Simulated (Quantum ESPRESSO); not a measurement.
**BN in Quantum ESPRESSO: the effect of functional**

The system is BN.

```
N B
1.0
     2.55394    0.00000    0.00000
    -1.27697    2.21178    0.00000
     0.00000    0.00000    4.22685
N B
2 2
Direct
  0.33333 0.66667 0.12528
  0.66667 0.33333 0.62528
  0.33333 0.66667 0.49972
  0.66667 0.33333 0.99972
```

Measurements of this composition are mostly on another form, of space group No. 194.

Alike in all runs:

| Quantity | Value |
| --- | --- |
| Program | Quantum ESPRESSO 7.5 |
| Task | dielectric tensor |
| Cutoff | 612 eV |
| Density cutoff | 4898 eV |
| k mesh | 8 × 8 × 4, shifted |
| Occupations | fermi-dirac, width 0.05 eV |
| Spin | no spin polarisation |

```csv
functional,potentials or basis,pressure (GPa),dielectric constant (mean)
LDA,GBRV 1.5 LDA,-12.5,4.62
PBE,GBRV 1.5 PBE,?,?
PBEsol,GBRV 1.5 PBEsol,-5.4,4.66
WC,GBRV 1.5 PBE,-4.9,4.67
BLYP,GBRV 1.5 PBE,9.0,4.52
AM05,GBRV 1.5 PBE,-5.9,4.68
```

Q: What does the run with functional PBE give?

A: Pressure -0.1 GPa; dielectric constant 4.62 mean.

Caveats: the cell is more than 3 GPa from zero pressure, which shifts response properties (some runs); the potentials were made for another functional, which shifts forces and pressure (some runs).
